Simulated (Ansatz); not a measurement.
Born–Oppenheimer molecular dynamics of a periodic cell of 16 atoms, WC (start crystal WC, start structure P-6m2, volume 1 times the crystal's). It starts from a structure without forces on its atoms.

Method: DFT PBE, scalar-relativistic, plane waves, PAW (Ansatz). Settings: PAW set soft_1, cutoff 420 eV, k mesh 3x3x3, fermi-dirac smearing 0.3 eV, no spin polarisation.

```yaml
ensemble: NVT, Langevin thermostat
time_step: 0.75 fs
steps_asked: 170
set_temperature: 3500 K
friction: 0.02 /fs
seed: 225325
```

Frames 7.5 fs apart, positions in Å, forces in eV/Å.

Velocities at 0.0 fs (Å/ps):

```
W -4.88 -0.06 1.66
C -7.97 -2.83 -16.30
W 2.77 5.17 -0.50
C -13.38 2.90 -2.26
W 4.63 3.52 -1.96
C 0.76 -0.92 -4.85
W -0.51 0.14 -0.96
C 6.83 24.24 -15.00
W -6.29 2.63 4.45
C 0.35 11.31 34.38
W 3.96 -5.33 8.62
C -0.35 -23.28 -12.66
W 4.83 -6.33 -4.05
C -15.70 -19.92 -20.95
W -3.22 0.61 -5.43
C 9.73 2.84 9.77
```

```xyz
16
Lattice="-2.8994 -5.0219 0.0000 4.3491 -2.5110 0.0000 0.0000 0.0000 5.6546" Properties=species:S:1:pos:R:3:forces:R:3 time_fs=0.0 energy_less_start_eV=0.000 T=3281
W 0.000 -5.022 0.000 0.02 -0.01 0.00
C 1.450 -4.185 1.414 -0.02 0.01 0.00
W 0.000 -5.022 2.827 0.02 -0.01 0.00
C 1.450 -4.185 4.241 -0.02 0.01 0.00
W -1.450 -2.511 0.000 0.02 -0.01 0.00
C 0.000 -1.674 1.414 -0.02 0.01 0.00
W -1.450 -2.511 2.827 0.02 -0.01 0.00
C 0.000 -1.674 4.241 -0.02 0.01 0.00
W 1.450 -2.511 0.000 0.02 -0.01 0.00
C 2.899 -1.674 1.414 -0.02 0.01 0.00
W 1.450 -2.511 2.827 0.02 -0.01 0.00
C 2.899 -1.674 4.241 -0.02 0.01 0.00
W 0.000 0.000 0.000 0.02 -0.01 0.00
C -1.450 -4.185 1.414 -0.02 0.01 0.00
W 0.000 0.000 2.827 0.02 -0.01 0.00
C -1.450 -4.185 4.241 -0.02 0.01 0.00
16
Lattice="-2.8994 -5.0219 0.0000 4.3491 -2.5110 0.0000 0.0000 0.0000 5.6546" Properties=species:S:1:pos:R:3:forces:R:3 time_fs=7.5 energy_less_start_eV=1.899 T=2489
W -0.032 -5.023 0.028 0.68 -0.99 -1.10
C 1.416 -4.186 1.326 0.53 0.18 1.58
W 0.023 -4.991 2.830 -1.32 -0.32 0.54
C 1.338 -4.177 4.250 1.95 -0.20 0.49
W -1.416 -2.474 0.002 -1.73 -0.85 -0.64
C -0.016 -1.648 1.405 0.15 -0.61 0.45
W -1.458 -2.514 2.821 -0.07 0.13 -0.12
C -0.003 -1.597 4.183 0.21 -1.61 0.62
W 1.410 -2.494 0.033 1.42 -0.38 -0.90
C 2.938 -1.602 1.603 -1.31 -1.16 -3.97
W 1.489 -2.554 2.873 -2.25 1.00 -1.72
C 2.908 -1.844 4.148 -0.12 2.83 2.72
W 0.041 -0.040 -0.017 -2.45 1.17 -0.92
C -1.571 -4.296 1.308 2.81 2.57 2.07
W -0.026 0.029 2.788 2.14 -1.33 1.46
C -1.406 -4.144 4.258 -0.65 -0.43 -0.56
16
Lattice="-2.8994 -5.0219 0.0000 4.3491 -2.5110 0.0000 0.0000 0.0000 5.6546" Properties=species:S:1:pos:R:3:forces:R:3 time_fs=15.0 energy_less_start_eV=3.249 T=1680
W -0.048 -5.026 0.044 1.14 -0.56 -1.42
C 1.427 -4.195 1.323 0.35 0.27 1.72
W 0.026 -4.955 2.836 -1.33 -1.19 0.67
C 1.330 -4.078 4.285 1.62 -2.23 0.57
W -1.387 -2.425 0.022 -2.66 -2.19 -1.58
C 0.002 -1.682 1.437 0.07 0.12 0.17
W -1.451 -2.513 2.810 -0.30 0.18 0.27
C -0.009 -1.601 4.099 0.56 -1.39 1.83
W 1.396 -2.478 0.060 2.11 -0.90 -1.25
C 2.889 -1.634 1.636 -0.71 0.11 -4.52
W 1.548 -2.579 2.893 -4.40 1.82 -2.17
C 2.905 -1.898 4.202 0.38 3.67 2.46
W 0.084 -0.075 -0.043 -3.70 1.76 -0.58
C -1.620 -4.313 1.320 4.04 3.10 1.69
W -0.040 0.066 2.767 2.57 -2.38 2.35
C -1.451 -4.136 4.245 0.26 -0.17 -0.22
16
Lattice="-2.8994 -5.0219 0.0000 4.3491 -2.5110 0.0000 0.0000 0.0000 5.6546" Properties=species:S:1:pos:R:3:forces:R:3 time_fs=22.5 energy_less_start_eV=2.972 T=1875
W -0.035 -5.014 0.046 1.46 -0.17 -1.49
C 1.410 -4.157 1.411 0.87 -0.51 0.26
W 0.024 -4.939 2.831 -0.97 -2.04 0.87
C 1.357 -3.995 4.351 1.22 -3.73 -0.30
W -1.355 -2.374 0.014 -3.31 -3.04 -0.80
C 0.000 -1.722 1.516 0.44 1.01 -1.01
W -1.444 -2.522 2.808 -0.35 0.43 0.70
C -0.010 -1.638 4.088 0.88 -0.22 1.87
W 1.401 -2.463 0.097 1.34 -0.86 -2.18
C 2.750 -1.671 1.451 3.17 0.77 -0.31
W 1.598 -2.595 2.896 -4.90 3.16 -1.05
C 2.933 -1.794 4.296 0.18 2.35 0.09
W 0.114 -0.082 -0.071 -3.09 2.66 1.38
C -1.509 -4.258 1.372 1.29 1.84 0.56
W -0.035 0.080 2.761 1.40 -1.80 1.40
C -1.446 -4.144 4.233 0.36 0.15 0.02
16
Lattice="-2.8994 -5.0219 0.0000 4.3491 -2.5110 0.0000 0.0000 0.0000 5.6546" Properties=species:S:1:pos:R:3:forces:R:3 time_fs=30.0 energy_less_start_eV=3.508 T=2561
W -0.015 -5.016 0.031 1.75 2.06 -0.80
C 1.359 -4.136 1.516 2.06 -0.26 -1.64
W 0.019 -4.938 2.827 0.24 -2.20 1.45
C 1.398 -4.066 4.420 1.43 -1.17 -1.93
W -1.347 -2.322 0.012 -2.66 -3.79 -0.30
C -0.021 -1.615 1.535 1.14 0.00 -1.40
W -1.432 -2.518 2.795 0.20 1.55 1.93
C 0.056 -1.642 4.169 0.20 -0.19 0.25
W 1.414 -2.437 0.127 0.43 -1.89 -3.90
C 2.780 -1.626 1.271 3.64 -0.24 3.98
W 1.621 -2.583 2.872 -3.59 3.61 1.02
C 2.997 -1.570 4.376 -0.48 -1.70 -2.46
W 0.124 -0.085 -0.086 -2.02 4.66 2.25
C -1.306 -4.111 1.419 -2.44 -0.07 -0.53
W 0.003 0.096 2.769 1.09 -0.90 1.15
C -1.364 -4.154 4.188 -0.99 0.52 0.93
16
Lattice="-2.8994 -5.0219 0.0000 4.3491 -2.5110 0.0000 0.0000 0.0000 5.6546" Properties=species:S:1:pos:R:3:forces:R:3 time_fs=37.5 energy_less_start_eV=4.747 T=2247
W 0.010 -5.000 0.021 2.13 3.54 -0.05
C 1.352 -4.138 1.588 2.76 0.24 -3.28
W 0.012 -4.931 2.837 1.42 -1.43 1.17
C 1.484 -4.127 4.375 0.43 0.48 -1.29
W -1.345 -2.280 0.028 -1.83 -4.44 -0.32
C -0.018 -1.471 1.468 1.17 -1.84 -0.02
W -1.421 -2.499 2.807 1.04 2.24 2.41
C 0.168 -1.707 4.321 -1.28 0.67 -2.56
W 1.433 -2.403 0.146 2.45 -2.20 -3.08
C 2.997 -1.555 1.255 0.13 -1.80 3.38
W 1.631 -2.563 2.821 -2.56 3.99 2.86
C 3.035 -1.405 4.309 -0.42 -4.96 -1.87
W 0.113 -0.062 -0.110 -0.83 5.90 2.17
C -1.145 -3.965 1.438 -3.98 -1.27 -1.15
W 0.031 0.103 2.787 1.28 0.15 1.10
C -1.309 -4.134 4.215 -1.90 0.74 0.54
16
Lattice="-2.8994 -5.0219 0.0000 4.3491 -2.5110 0.0000 0.0000 0.0000 5.6546" Properties=species:S:1:pos:R:3:forces:R:3 time_fs=45.0 energy_less_start_eV=4.390 T=3050
W 0.036 -4.967 0.002 1.92 1.03 0.27
C 1.458 -4.203 1.515 0.66 1.21 -1.44
W -0.006 -4.916 2.872 2.98 -0.14 -1.28
C 1.610 -4.201 4.310 -2.53 1.97 -0.86
W -1.369 -2.257 0.054 -0.40 -4.55 -0.43
C 0.018 -1.407 1.413 0.96 -2.66 1.10
W -1.408 -2.476 2.851 2.01 2.07 0.32
C 0.136 -1.707 4.319 -0.57 1.09 -2.24
W 1.430 -2.368 0.161 3.31 -2.15 -3.73
C 3.174 -1.611 1.328 -2.87 0.49 0.93
W 1.645 -2.540 2.782 -2.68 2.97 3.12
C 2.963 -1.452 4.171 0.03 -3.43 1.15
W 0.094 -0.016 -0.109 0.22 5.17 1.32
C -1.110 -3.912 1.380 -3.43 -1.82 0.19
W 0.070 0.117 2.799 1.09 0.00 1.10
C -1.352 -4.015 4.246 -0.69 -1.25 0.48
16
Lattice="-2.8994 -5.0219 0.0000 4.3491 -2.5110 0.0000 0.0000 0.0000 5.6546" Properties=species:S:1:pos:R:3:forces:R:3 time_fs=52.5 energy_less_start_eV=4.577 T=3526
W 0.062 -4.920 -0.005 0.27 -0.07 0.73
C 1.582 -4.241 1.397 -2.56 2.34 1.38
W -0.004 -4.889 2.915 3.16 -1.41 -1.95
C 1.633 -4.134 4.217 -3.24 1.42 1.00
W -1.392 -2.231 0.066 1.54 -4.80 -1.82
C 0.139 -1.458 1.355 -1.06 -0.93 2.36
W -1.397 -2.444 2.895 1.94 2.04 -2.74
C 0.052 -1.606 4.151 1.11 0.59 1.22
W 1.436 -2.346 0.172 3.79 -2.24 -6.28
C 3.206 -1.713 1.493 -4.18 2.64 -2.60
W 1.643 -2.526 2.748 -3.41 2.07 3.17
C 2.893 -1.673 4.121 1.09 1.45 2.47
W 0.065 0.049 -0.085 0.96 3.22 1.16
C -1.266 -3.979 1.448 -0.93 -1.45 -0.93
W 0.119 0.120 2.814 1.12 -0.88 1.39
C -1.421 -3.863 4.266 0.41 -4.01 1.45
16
Lattice="-2.8994 -5.0219 0.0000 4.3491 -2.5110 0.0000 0.0000 0.0000 5.6546" Properties=species:S:1:pos:R:3:forces:R:3 time_fs=60.0 energy_less_start_eV=5.021 T=3324
W 0.080 -4.876 0.012 -1.36 -0.28 1.01
C 1.584 -4.204 1.373 -2.46 2.32 2.13
W 0.014 -4.869 2.955 1.11 -1.57 -3.03
C 1.402 -3.931 4.195 1.10 -1.76 2.05
W -1.416 -2.206 0.060 2.11 -4.35 -2.22
C 0.232 -1.475 1.359 -3.29 0.26 2.13
W -1.402 -2.398 2.909 0.05 0.46 -2.80
C 0.023 -1.460 3.991 1.32 -2.34 4.58
W 1.454 -2.341 0.153 3.18 -1.92 -6.53
C 3.119 -1.603 1.516 -1.90 1.35 -2.11
W 1.631 -2.488 2.735 -3.52 2.51 3.32
C 2.930 -1.872 4.205 -0.14 4.29 0.89
W 0.036 0.120 -0.065 1.52 0.89 2.27
C -1.455 -4.092 1.454 2.51 1.12 -1.02
W 0.141 0.127 2.841 -1.13 0.88 -1.27
C -1.474 -3.894 4.295 0.88 -1.87 0.60
16
Lattice="-2.8994 -5.0219 0.0000 4.3491 -2.5110 0.0000 0.0000 0.0000 5.6546" Properties=species:S:1:pos:R:3:forces:R:3 time_fs=67.5 energy_less_start_eV=6.080 T=3199
W 0.105 -4.841 0.010 -3.42 -0.77 2.23
C 1.456 -4.025 1.441 0.39 -0.58 0.15
W 0.042 -4.875 2.987 -0.14 -0.33 -3.67
C 1.223 -3.768 4.332 2.99 -3.29 -0.85
W -1.449 -2.190 0.071 1.40 -3.39 -1.04
C 0.215 -1.417 1.458 -2.64 -1.17 -0.54
W -1.410 -2.344 2.909 -0.45 -1.25 -2.32
C -0.019 -1.425 3.999 1.44 -2.95 5.20
W 1.470 -2.325 0.106 0.25 0.61 -2.48
C 3.029 -1.446 1.461 -0.14 -0.79 -0.10
W 1.598 -2.461 2.741 -2.40 3.75 4.18
C 2.948 -1.882 4.344 -1.49 4.93 -2.85
W 0.024 0.189 -0.066 1.29 -2.31 4.18
C -1.554 -4.197 1.366 4.53 3.60 0.69
W 0.166 0.135 2.861 -3.67 1.78 -2.49
C -1.484 -4.104 4.302 2.06 2.17 -0.29
16
Lattice="-2.8994 -5.0219 0.0000 4.3491 -2.5110 0.0000 0.0000 0.0000 5.6546" Properties=species:S:1:pos:R:3:forces:R:3 time_fs=75.0 energy_less_start_eV=5.491 T=3476
W 0.140 -4.806 0.005 -5.70 -0.66 3.63
C 1.310 -3.832 1.493 2.05 -3.90 -1.03
W 0.067 -4.906 2.992 -1.11 1.44 -3.53
C 1.241 -3.792 4.428 4.13 -2.62 -4.24
W -1.468 -2.186 0.090 1.52 -2.75 -0.47
C 0.139 -1.420 1.443 -1.80 -0.49 0.22
W -1.431 -2.287 2.902 0.58 -1.59 -1.19
C -0.019 -1.500 4.213 0.81 -0.32 1.30
W 1.494 -2.321 0.056 -1.50 3.23 0.21
C 2.916 -1.312 1.380 1.17 -2.94 1.76
W 1.585 -2.419 2.782 -2.23 4.69 4.04
C 2.956 -1.651 4.394 -0.87 2.80 -3.67
W 0.011 0.241 -0.063 1.36 -2.95 5.67
C -1.514 -4.127 1.395 2.47 2.94 0.89
W 0.161 0.158 2.902 -3.43 -0.11 -2.81
C -1.470 -4.199 4.326 2.55 3.25 -0.79
16
Lattice="-2.8994 -5.0219 0.0000 4.3491 -2.5110 0.0000 0.0000 0.0000 5.6546" Properties=species:S:1:pos:R:3:forces:R:3 time_fs=82.5 energy_less_start_eV=4.549 T=3676
W 0.140 -4.774 0.032 -5.06 0.10 2.87
C 1.154 -3.801 1.561 4.30 -2.56 -2.31
W 0.092 -4.932 2.972 -2.31 4.52 -3.53
C 1.352 -3.917 4.378 3.49 -0.38 -2.18
W -1.485 -2.197 0.121 2.36 -1.99 -0.90
C 0.080 -1.455 1.504 -0.63 0.84 -0.39
W -1.427 -2.254 2.885 1.25 -1.07 1.30
C 0.022 -1.505 4.448 -0.36 0.54 -2.71
W 1.522 -2.291 0.001 -1.69 1.78 2.38
C 2.926 -1.305 1.412 0.76 -3.13 0.58
W 1.575 -2.384 2.817 -2.35 4.01 2.49
C 2.923 -1.406 4.252 1.09 -2.87 1.46
W -0.013 0.291 -0.040 2.06 -1.68 4.49
C -1.343 -3.856 1.504 -1.21 -1.31 -0.19
W 0.148 0.174 2.935 -1.40 0.47 -2.53
C -1.365 -4.147 4.357 -0.30 2.73 -0.81
```

Of the whole run (128 fs, mean temperature of the second half 3205 K): A run of 0.13 ps of so small a system gives no equilibrium averages. Limits of this set-up: coarse k mesh.

Time of the run: 26 min on 2 threads of Arm Neoverse V1 (shared host), peak memory 0.77 GiB.
